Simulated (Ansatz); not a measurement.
# fcc against bcc along the 5d metals

Level of theory: DFT, RPBE, plane waves (420 eV) with PAW, scalar-relativistic in Ansatz. (PAW data from PBE, frozen cores regenerated.)

Each structure is relaxed within its symmetry, in the lowest magnetic state of the tried starts. Differences under about 8 meV lie within the error of the k-point mesh.

```json
{"element": "Lu", "E(fcc) − E(bcc) (meV/atom)": "-81", "V(fcc) (Å³/atom)": "30.60", "V(bcc) (Å³/atom)": "31.14", "state of fcc": "spin not included", "state of bcc": "spin not included"}
{"element": "Hf", "E(fcc) − E(bcc) (meV/atom)": "?", "V(fcc) (Å³/atom)": "?", "V(bcc) (Å³/atom)": "?", "state of fcc": "?", "state of bcc": "?"}
{"element": "Ta", "E(fcc) − E(bcc) (meV/atom)": "225", "V(fcc) (Å³/atom)": "19.16", "V(bcc) (Å³/atom)": "18.64", "state of fcc": "spin not included", "state of bcc": "spin not included"}
{"element": "W", "E(fcc) − E(bcc) (meV/atom)": "482", "V(fcc) (Å³/atom)": "16.67", "V(bcc) (Å³/atom)": "16.35", "state of fcc": "spin not included", "state of bcc": "spin not included"}
{"element": "Re", "E(fcc) − E(bcc) (meV/atom)": "-237", "V(fcc) (Å³/atom)": "15.17", "V(bcc) (Å³/atom)": "15.25", "state of fcc": "spin not included", "state of bcc": "spin not included"}
{"element": "Os", "E(fcc) − E(bcc) (meV/atom)": "-739", "V(fcc) (Å³/atom)": "14.50", "V(bcc) (Å³/atom)": "14.95", "state of fcc": "spin not included", "state of bcc": "spin not included"}
{"element": "Ir", "E(fcc) − E(bcc) (meV/atom)": "-627", "V(fcc) (Å³/atom)": "14.68", "V(bcc) (Å³/atom)": "15.26", "state of fcc": "non-magnetic", "state of bcc": "spin not included"}
{"element": "Pt", "E(fcc) − E(bcc) (meV/atom)": "-91", "V(fcc) (Å³/atom)": "15.93", "V(bcc) (Å³/atom)": "16.13", "state of fcc": "spin not included", "state of bcc": "spin not included"}
{"element": "Au", "E(fcc) − E(bcc) (meV/atom)": "-18", "V(fcc) (Å³/atom)": "18.49", "V(bcc) (Å³/atom)": "18.56", "state of fcc": "spin not included", "state of bcc": "spin not included"}
```

Q: Fill in the row of Hf.

A: E(fcc) − E(bcc) (meV/atom): -116; V(fcc) (Å³/atom): 23.25; V(bcc) (Å³/atom): 23.02; state of fcc: spin not included; state of bcc: spin not included.
